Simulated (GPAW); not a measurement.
Runs of GPAW 26.7.0 on CoO. Symmetry: Fm-3m, No. 225, cubic system. The conventional cell has a = 4.263 Å, b = 4.263 Å, c = 4.263 Å, α = 90.00°, β = 90.00°, γ = 90.00°. Co (site symmetry m-3m) has 6 O at 2.13 Å as nearest neighbours. O (site symmetry m-3m) has 6 Co at 2.13 Å as nearest neighbours. 

| task | level | potentials or basis | cell | k mesh | cutoff (eV) | smearing | optimizer | fmax | max steps | convergence | target pressure | mesh quality | gap on the mesh (eV) | pressure (GPa) | moment (μB) |
| --- | --- | --- | --- | --- | --- | --- | --- | --- | --- | --- | --- | --- | --- | --- | --- |
| single point | PBE | GPAW PAW data sets (gpaw-data 1.2.1), pw | as given | 11 × 11 × 11 | 800 | gaussian 0.027 eV | - | - | - | - | - | not flagged | none | -1.1 | 2.98 |
| single point | PBE | GPAW PAW data sets (gpaw-data 1.2.1), pw | as given | 11 × 11 × 11 | 800 | gaussian 0.023 eV | - | - | - | - | - | not flagged | none | -1.1 | 2.99 |
| relaxation of cell and atoms | RPBE+D3(BJ) | the program's PAW data sets (release 1.2.1) made for this functional, pw | relaxed | 11 × 11 × 11 | 800 | fermi-dirac 0.05 eV | LBFGS | 0.02 eV/Å | 60 | density=1e-05 forces=0.0001 | - | not flagged | none | 0.2 | 2.91 |
| single point | PBE | GPAW PAW data sets (gpaw-data 1.2.1), pw | as given | 11 × 11 × 11 | 800 | gaussian 0.026 eV | - | - | - | - | - | not flagged | none | -1.1 | 2.98 |
| relaxation of cell and atoms | revPBE+D3(BJ) | the program's PAW data sets (release 1.2.1) made for this functional, pw | relaxed to 5 GPa | 11 × 11 × 11 | 800 | fermi-dirac 0.05 eV | BFGS | 0.01 eV/Å | 100 | density=1e-05 forces=0.0001 | 5 GPa | not flagged | none | 4.9 | 2.94 |
| single point | PBE | GPAW PAW data sets (gpaw-data 1.2.1), pw | as given | 11 × 11 × 11 | 800 | gaussian 0.022 eV | - | - | - | - | - | not flagged | none | -1.1 | 2.99 |
| electron localisation function | BLYP | PAW data sets generated in the run's folder for this functional, pw | as given | 7 × 7 × 7 | 680 | fermi-dirac 0.01 eV | - | - | - | - | - | coarse | none | (a) | 2.62 |

Alike in all rows: spin collinear, ferromagnetic start.

Task: Fill in the values left out.

Result: (a) 2.4.

Caveats: some runs use coarse meshes; a cell with one magnetic atom can't hold antiferromagnetic order, which such compounds often take; semilocal functionals often make such compounds metallic where correlation or magnetic order opens a gap, which also shifts bond lengths; each step starts from the last one's moments, so a moment once lost doesn't come back (some runs); later steps reuse the first step's grids (some runs); pairwise dispersion overbinds metals, which lowers pressure and volume (some runs); the cutoff is short for stress and forces, so pressures can be off by a GPa or more (some runs).

A gap of «none» marks a metal or a gap under the smearing width.
